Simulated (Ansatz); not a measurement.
Crystal: Si2Mo.

```
Mo Si
1.0
    -1.60000    1.60000    3.93050
     1.60000   -1.60000    3.93050
     1.60000    1.60000   -3.93050
Mo Si
1 2
Direct
  0.00000 0.00000 0.00000
  0.66700 0.66700 0.00000
  0.33300 0.33300 0.00000
```

Base run:

* Program: Ansatz 0.2.0
* Functional: PBE
* Potentials or basis: Ansatz PAW
* Cutoff: 420 eV (not typed: the program's choice for these potentials)
* k mesh: 12 × 12 × 12
* Occupations: fermi-dirac, width 0.05 eV
* Spin: no spin polarisation
* Hubbard terms: Mo d U = 1 eV

Its results: band gap on the k mesh none (metal or under the smearing width); pressure 2.0 GPa; largest force 0.336 eV/Å.

**Question.** After a change of settings the same cell gave: band gap on the k mesh none (metal or under the smearing width); pressure 1.3 GPa; largest force 0.552 eV/Å. Which change was it?
A. hubbard terms from Mo d U = 1 eV to none; hubbard projectors from ortho-atomic (the default) to none
B. spin from no spin polarisation to spin-orbit coupling, no magnetisation; hubbard terms from Mo d U = 1 eV to none; hubbard projectors from ortho-atomic (the default) to none; potential files from those of the base run to others of the same set
C. hubbard terms from Mo d U = 1 eV to Mo d U = 4 eV

**Answer.** C.

Caveats: U without spin polarisation on a metal has little footing; the U is typed as a test and isn't derived for this compound; the density of states is complete only up to the lowest level of the last band computed.
